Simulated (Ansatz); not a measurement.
## Ionic part of the dielectric constant of CsBr at 12 GPa, mode by mode

These are results of Ansatz, DFT LDA, scalar-relativistic, plane waves, PAW, not measurements. Plane waves to 420 eV; Γ-centred k mesh 6×6×6; fixed occupations. No spin polarisation. Phonons by linear response, acoustic sum rule imposed.

It takes space group Pm-3m (No. 221, cubic). Conventional cell: a = 3.773 Å, b = 3.773 Å, c = 3.773 Å, α = 90.00°, β = 90.00°, γ = 90.00°. Cs (site symmetry m-3m) has 8 Br at 3.27 Å as nearest neighbours. Br (site symmetry m-3m) has 8 Cs at 3.27 Å as nearest neighbours.

Spin–orbit coupling is left out, which matters for heavy elements. The run warned that the force constants aren't converged on this k mesh, so the frequencies and all that is formed from them are rough.

The primitive cell has V = 53.71 Å³ and ε∞,yy = 4.231. Each polar mode adds Δε = (4.92064×10⁷/V)·S/ν² along y, with S its oscillator strength in e²/amu, ν in cm⁻¹ and V in Å³.

Question: From these modes, find each Δε and ε0,yy.
| ν (cm⁻¹) | S_yy (e²/amu) |
| --- | --- |
| 150.2 | 0.03852 |

Answer:
| ν (cm⁻¹) | Δε |
| --- | --- |
| 150.2 | 1.56 |

The sum is 1.565, so ε0,yy = 5.80; the run's tensor has 5.80.

Question: Where do the longitudinal modes lie for a wave vector along y?

Answer: At 176 cm⁻¹. The Lyddane–Sachs–Teller product Π(ν_LO/ν_TO)² = 1.37 matches ε0/ε∞ = 1.37.

Cost: 1 run of about 0.29 core-minutes, on AMD EPYC 7R43 (Zen 3) (shared hosts).